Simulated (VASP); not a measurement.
# AlN (P6_3mc) in VASP: Born charges and dielectric tensor with PBE

Aim: the Born charges and dielectric tensor of AlN with PBE.

All numbers are computed with VASP 6.6.1; they aren't measurements. Logs are shortened: lines on timing, memory, paths and dates and some standing lists are left out, and cuts for length are marked.

**What was measured.**

From “Self-assembly of well-separated AlN nanowires directly on sputtered metallic TiN films”, 2019, arxiv:1910.07391, for a bulk crystal of AlN at 10 K: band gap 6.034 eV (an exciton energy, a little under the gap).

The runs below are set against these values where they give the same quantity.

## Step 1: Starting point

It takes space group P6_3mc (No. 186, hexagonal). Conventional cell: a = 3.129 Å, b = 3.129 Å, c = 5.016 Å, α = 90.00°, β = 90.00°, γ = 120.00°. Al (site symmetry 3m) is surrounded by 4 N at 1.90 to 1.91 Å. N (site symmetry 3m) has 4 Al at 1.90 to 1.91 Å as nearest neighbours.

## Step 2: Born charges and dielectric tensor, PBE

Contents of INCAR:

```
ALGO = Normal ; EDIFF = 1E-8
ENCUT = 520 ; GGA = PE
IBRION = 8 ; ISIF = 2
ISMEAR = 0 ; KPAR = 4
LASPH = T ; LCHARG = F
LEPSILON = T ; LREAL = F
LWAVE = F ; NELM = 100
NSW = 1 ; PREC = Accurate
SIGMA = 0.02
```

Contents of KPOINTS:

```
k-points
0
Gamma
  18 18 10
```

Contents of POSCAR:

```
AlN                                     
1.0
    3.1285719314      0.0000000000      0.0000000000
   -1.5642859657      2.7094227681      0.0000000000
    0.0000000000      0.0000000000      5.0164576356
  Al              N             
     2     2
Direct
     0.3333333300000021    0.6666666699999979    0.9992574435709471
     0.6666666699999979    0.3333333300000021    0.4992574435709471
     0.3333333300000021    0.6666666699999979    0.3807425564290554
     0.6666666699999979    0.3333333300000021    0.8807425564290554
```

Potentials or basis: VASP PAW PBE potentials, release 64 (Al, N).

Run with:

```console
> cat potpaw_PBE.64/Al/POTCAR potpaw_PBE.64/N/POTCAR > POTCAR
> mpirun -np 4 vasp_std > vasp.out
```

OUTCAR:

```text
EDIFF = 1E-8
   ENCUT = 520
   GGA = PE
   IBRION = 8
   ISIF = 2
   ISMEAR = 0
   LASPH = T
   LEPSILON = T
   LREAL = F
   NELM = 100
   NSW = 1
   PREC = Accurate

 ion  position               nearest neighbor table
   1  0.333  0.667  0.999-   4 1.90   4 1.90   4 1.90   3 1.91   2 3.09   2 3.09   2 3.09   2 3.09
                             2 3.09   2 3.09
   2  0.667  0.333  0.499-   3 1.90   3 1.90   3 1.90   4 1.91   1 3.09   1 3.09   1 3.09   1 3.09
                             1 3.09   1 3.09
   3  0.333  0.667  0.381-   2 1.90   2 1.90   2 1.90   1 1.91
   4  0.667  0.333  0.881-   1 1.90   1 1.90   1 1.90   2 1.91

  LATTYP: Found a hexagonal cell.
 ALAT       =     3.1285719314
 C/A-ratio  =     1.6034336897

  Lattice vectors:

 A1 = (   3.1285719314,   0.0000000000,   0.0000000000)
 A2 = (  -1.5642859657,   2.7094227681,   0.0000000000)
 A3 = (   0.0000000000,   0.0000000000,   5.0164576356)

Analysis of symmetry for initial positions (statically):
=====================================================================
 Subroutine PRICEL returns:
 Original cell was already a primitive cell.

 Routine SETGRP: Setting up the symmetry group for a
 hexagonal supercell.

 Subroutine GETGRP returns: Found 12 space group operations
 (whereof  6 operations were pure point group operations)
 out of a pool of 24 trial point group operations.

The static configuration has the point symmetry C_3v.
 The point group associated with its full space group is C_6v.

Analysis of symmetry for dynamics (positions and initial velocities):
=====================================================================
 Subroutine PRICEL returns:
 Original cell was already a primitive cell.

 Routine SETGRP: Setting up the symmetry group for a
 hexagonal supercell.

 Subroutine GETGRP returns: Found 12 space group operations
 (whereof  6 operations were pure point group operations)
 out of a pool of 24 trial point group operations.

The dynamic configuration has the point symmetry C_3v.
 The point group associated with its full space group is C_6v.

 Subroutine INISYM returns: Found 12 space group operations
 (whereof  6 operations are pure point group operations),
 and found     1 'primitive' translations

----------------------------------------------------------------------------------------

                                     Primitive cell

  volume of cell :      42.5226

  direct lattice vectors                    reciprocal lattice vectors
     3.128571931  0.000000000  0.000000000     0.319634652  0.184541152  0.000000000
    -1.564285966  2.709422768  0.000000000     0.000000000  0.369082305  0.000000000
     0.000000000  0.000000000  5.016457636     0.000000000  0.000000000  0.199343854

  length of vectors
     3.128571931  3.128571930  5.016457636     0.369082305  0.369082305  0.199343854

  position of ions in fractional coordinates (direct lattice)
     0.333333330  0.666666670  0.999257444
     0.666666670  0.333333330  0.499257444
     0.333333330  0.666666670  0.380742556
     0.666666670  0.333333330  0.880742556

  ion indices of the primitive-cell ions
[... 556 lines left out ...]
    -0.00000  0.00000 -0.42176

[... ionic steps 4 to 9 ...]

--------------------------------------- Ionic step       10  -------------------------------------------

------------------------ aborting loop because EDIFF is reached ----------------------------------------

[... ionic steps 11 to 11 ...]

--------------------------------------- Ionic step       12  -------------------------------------------

 Free energy of the ion-electron system (eV)
  ---------------------------------------------------
  ---------------------------------------------------
  free energy    TOTEN  =        -0.25358136 eV

  energy without entropy =       -0.25358136

------------------------ aborting loop because EDIFF is reached ----------------------------------------

 INTERNAL STRAIN TENSOR  FOR ION    3  DIRECTION 3   (eV/Angst):
 -----------------------------------------------------------------------------
     5.07036  0.00000  0.00000
     0.00000  5.07036  0.00000
     0.00000  0.00000-11.20324

 MACROSCOPIC STATIC DIELECTRIC TENSOR (including local field effects in DFT)
 ------------------------------------------------------
           4.468114    -0.000000     0.000000
          -0.000000     4.468114     0.000000
           0.000000     0.000000     4.690017
 ------------------------------------------------------

 PIEZOELECTRIC TENSOR (including local field effects)  for field in x, y, z        (e  Angst)
          XX          YY          ZZ          XY          YZ          ZX
  --------------------------------------------------------------------------------
  x    -0.00000    -0.00000     0.00000     0.00000     0.00000     0.90302
  y     0.00000    -0.00000     0.00000     0.00000     0.90302     0.00000
  z     0.71554     0.71554    -1.11936     0.00000     0.00000     0.00000

 PIEZOELECTRIC TENSOR (including local field effects)  for field in x, y, z        (C/m^2)
          XX          YY          ZZ          XY          YZ          ZX
  --------------------------------------------------------------------------------
  x    -0.00000    -0.00000     0.00000     0.00000     0.00000     0.34024
  y     0.00000    -0.00000     0.00000     0.00000     0.34024     0.00000
  z     0.26960     0.26960    -0.42176     0.00000     0.00000     0.00000

 BORN EFFECTIVE CHARGES (including local field effects) (in |e|, cummulative output)
 ---------------------------------------------------------------------------------
 ion    1
    1     2.51584     0.00000     0.00000
    2     0.00000     2.51584    -0.00000
    3     0.00000     0.00000     2.67571
 ion    2
    1     2.51584     0.00000     0.00000
    2    -0.00000     2.51584     0.00000
    3     0.00000    -0.00000     2.67571
 ion    3
    1    -2.51584     0.00000    -0.00000
    2     0.00000    -2.51584    -0.00000
    3     0.00000     0.00000    -2.67571
 ion    4
    1    -2.51584     0.00000     0.00000
    2     0.00000    -2.51584    -0.00000
    3    -0.00000     0.00000    -2.67571

 INTERNAL STRAIN TENSOR FOR ION    4 for displacements in x,y,z  (eV/Angst):
          X           Y           Z          XY          YZ          ZX
  --------------------------------------------------------------------------------
  x     0.00000     0.00000    -0.00000     9.82474     0.00000     4.85289
  y     9.82474    -9.82474    -0.00000     0.00000     4.91633     0.00000
  z     5.07036     5.07036   -11.20324     0.00000    -0.00000     0.00000

 SECOND DERIVATIVES (NOT SYMMETRIZED)
 ------------------------------------
               1X          1Y          1Z          2X          2Y          2Z          3X          3Y          3Z          4X          4Y          4Z
  1X   -14.969837    0.000000    0.000000    0.644803   -0.000000    0.000000    1.486307    0.000000    0.000000   12.838728    0.000000    0.000000
  1Y     0.000000  -14.969837    0.000000    0.000000    0.644803    0.000000    0.000000    1.486307    0.000000    0.000000   12.838728    0.000000
  1Z     0.000000    0.000000  -20.281520    0.000000    0.000000    8.245686    0.000000   -0.000000    5.947754   -0.000000    0.000000    6.088079
  2X     0.644803    0.000000    0.000000  -14.969837   -0.000000    0.000000   12.838728   -0.000000   -0.000000    1.486307    0.000000   -0.000000
  2Y     0.000000    0.644803   -0.000000   -0.000000  -14.969837   -0.000000    0.000000   12.838728   -0.000000    0.000000    1.486307   -0.000000
  2Z     0.000000    0.000000    8.245686    0.000000    0.000000  -20.281520    0.000000   -0.000000    6.088079   -0.000000    0.000000    5.947754
  3X     1.486232    0.000000    0.000000   12.839485   -0.000000    0.000000  -15.027842    0.000000   -0.000000    0.702125   -0.000000    0.000000
  3Y    -0.000000    1.486232    0.000000   -0.000000   12.839485   -0.000000    0.000000  -15.027842    0.000000    0.000000    0.702125   -0.000000
  3Z     0.000000   -0.000000    5.924360   -0.000000    0.000000    6.105184    0.000000    0.000000  -18.903357    0.000000    0.000000    6.873813
  4X    12.839485    0.000000   -0.000000    1.486232    0.000000   -0.000000    0.702125    0.000000    0.000000  -15.027842   -0.000000    0.000000
  4Y     0.000000   12.839485    0.000000    0.000000    1.486232   -0.000000    0.000000    0.702125    0.000000   -0.000000  -15.027842   -0.000000
  4Z     0.000000    0.000000    6.105184   -0.000000    0.000000    5.924360    0.000000   -0.000000    6.873813    0.000000    0.000000  -18.903357

 Eigenvectors and eigenvalues of the dynamical matrix
 ----------------------------------------------------

   1 f  =   21.212853 THz   133.284287 2PiTHz  707.584617 cm-1    87.729272 meV
             X         Y         Z           dx          dy          dz
     -0.000000  1.806282  5.012733     0.000000    0.000000   -0.007452
      1.564286  0.903141  2.504504     0.000000   -0.000000    0.007452
     -0.000000  1.806282  1.909979    -0.000000   -0.000000   -0.707068
      1.564286  0.903141  4.418208    -0.000000   -0.000000    0.707068
[... 71 lines left out ...]
  12 f/i=    0.002214 THz     0.013911 2PiTHz    0.073849 cm-1     0.009156 meV
             X         Y         Z           dx          dy          dz
     -0.000000  1.806282  5.012733    -0.000000   -0.000000   -0.573692
      1.564286  0.903141  2.504504    -0.000000   -0.000000   -0.573692
     -0.000000  1.806282  1.909979    -0.000000   -0.000000   -0.413374
      1.564286  0.903141  4.418208    -0.000000   -0.000000   -0.413374

--------------------------------------------------------------------------------------------------------

 MACROSCOPIC STATIC DIELECTRIC TENSOR IONIC CONTRIBUTION
 ------------------------------------------------------
           3.760424    -0.000000     0.000000
          -0.000000     3.760424     0.000000
           0.000000     0.000000     5.063975
 ------------------------------------------------------

 ELASTIC MODULI CONTR FROM IONIC RELAXATION (kBar)
 Direction    XX          YY          ZZ          XY          YZ          ZX
 --------------------------------------------------------------------------------
 XX        -628.5548    305.7074    356.6524     -0.0000      0.0000     -0.0000
 YY         305.7074   -628.5548    356.6524      0.0000      0.0000      0.0000
 ZZ         356.6524    356.6524   -787.9941      0.0000      0.0000      0.0000
 XY          -0.0000      0.0000      0.0000   -467.1311     -0.0000      0.0000
 YZ          -0.0000     -0.0000      0.0000     -0.0000   -114.8843      0.0000
 ZX          -0.0000      0.0000      0.0000      0.0000      0.0000   -121.6530
 --------------------------------------------------------------------------------

 PIEZOELECTRIC TENSOR IONIC CONTR  for field in x, y, z        (C/m^2)
          XX          YY          ZZ          XY          YZ          ZX
  --------------------------------------------------------------------------------
  x    -0.00000     0.00000     0.00000     0.00000     0.00000    -0.63643
  y    -0.00000    -0.00000     0.00000    -0.00000    -0.61847     0.00000
  z    -0.85075    -0.85075     1.87966    -0.00000    -0.00000    -0.00000
```

It took 7.2 min on 4 MPI ranks of Intel Xeon Platinum 8488C (Sapphire Rapids), shared host; peak memory 1.7 GiB.

What came out:

```yaml
Band_gap_on_the_k_mesh: 4.06 eV, direct
Electronic_dielectric_tensor_diagonal: 4.47, 4.47, 4.69
Born_charges_mean_of_the_diagonal: Al +2.57; N -2.57 e
Highest_phonon_frequency_at_Γ_LO-TO_splitting_left_out: 708 cm⁻¹
```

Levels at points of the mesh, in eV from the valence-band top:
```csv
k point,band 4,band 5,band 6,band 7,band 8,band 9,band 10,band 11,band 12
"(0.00, 0.00, 0.00)",-0.84,-0.84,-0.20,-0.20,0.00,4.06,6.52,10.47,11.04
"(0.50, 0.00, 0.00)",-4.12,-3.30,-2.05,-1.74,-0.68,5.76,5.77,8.04,10.15
"(0.00, 0.00, 0.50)",-3.30,-0.53,-0.53,-0.53,-0.53,6.32,6.32,10.18,10.18
"(0.50, 0.00, 0.50)",-5.52,-1.44,-1.44,-1.35,-1.35,5.25,5.25,9.15,9.15
```

Phonon frequencies in cm⁻¹ (negative: imaginary):
| q point | frequencies |
| --- | --- |
| (0.000, 0.000, 0.000) | 0 0 0 237 237 536 596 638 638 650 650 708 |

Electronic dielectric tensor:
```
4.47 0.00 0.00
0.00 4.47 0.00
0.00 0.00 4.69
```

Born effective charge tensors (e):
atom 1, Al
```
2.52 0.00 0.00
0.00 2.52 0.00
0.00 0.00 2.68
```
atom 2, Al
```
2.52 0.00 0.00
0.00 2.52 0.00
0.00 0.00 2.68
```
atom 3, N
```
-2.52  0.00  0.00
 0.00 -2.52  0.00
 0.00  0.00 -2.68
```
atom 4, N
```
-2.52  0.00  0.00
 0.00 -2.52  0.00
 0.00  0.00 -2.68
```

## Step 3: Against experiment

Step 2. Measured gap of AlN: 6.034 eV (an exciton energy, a little under the gap; 10 K; quoted in “Self-assembly of well-separated AlN nanowires directly on sputtered metallic TiN films”, 2019, arxiv:1910.07391). This calculation gives 4.06 eV (-1.98 eV). 2 values of this kind are on record (6.034 to 6.0343 eV); this one was drawn at random. The value is that of PBE on a finite k mesh, which can miss the band edges, without temperature or zero-point motion. Semilocal functionals fall short of measured gaps as a rule.
